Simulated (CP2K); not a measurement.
Runs of CP2K 2026.2 on Ti. It takes space group P6_3/mmc (No. 194, hexagonal). Conventional cell: a = 2.950 Å, b = 2.950 Å, c = 4.680 Å, α = 90.00°, β = 90.00°, γ = 120.00°. Ti (site symmetry -6m2) is surrounded by 12 Ti at 2.89 to 2.95 Å. 

| level | cutoff of the non-local correlation (Ry) | gap on the mesh (eV) | pressure (GPa) | largest force (eV/Å) |
| --- | --- | --- | --- | --- |
| BEEF-vdW | 300 | none | -1.2 | 0.32 |
| HLE16 | - | none | (c) | 0.02 |
| RPBE | - | none | (b) | 0.03 |
| PBEsol | - | none | -5.5 | - |
| r2SCAN | - | none | -1.7 | 0.02 |
| LDA | - | none | (a) | - |

Alike in all rows: task atomic charges; potentials or basis POTENTIAL_UZH Ti GTH-PBE-q12; TZVP-MOLOPT-PBE-GTH basis; no spin polarisation; cell as given; k mesh 10 × 10 × 6; smearing fermi-dirac 0.05 eV.

Q: Estimate the missing entries.

A: (a) -9.3; (b) 1.6; (c) -22.2.

Caveats: the potentials were made for another functional, which shifts forces and pressure; the basis of atomic orbitals isn't converged, which shifts pressures, moduli and gaps; the potentials were made for a functional far from this one (some runs).

A gap of «none» marks a metal or a gap under the smearing width.

Runs at the PBE level aren't shown here.
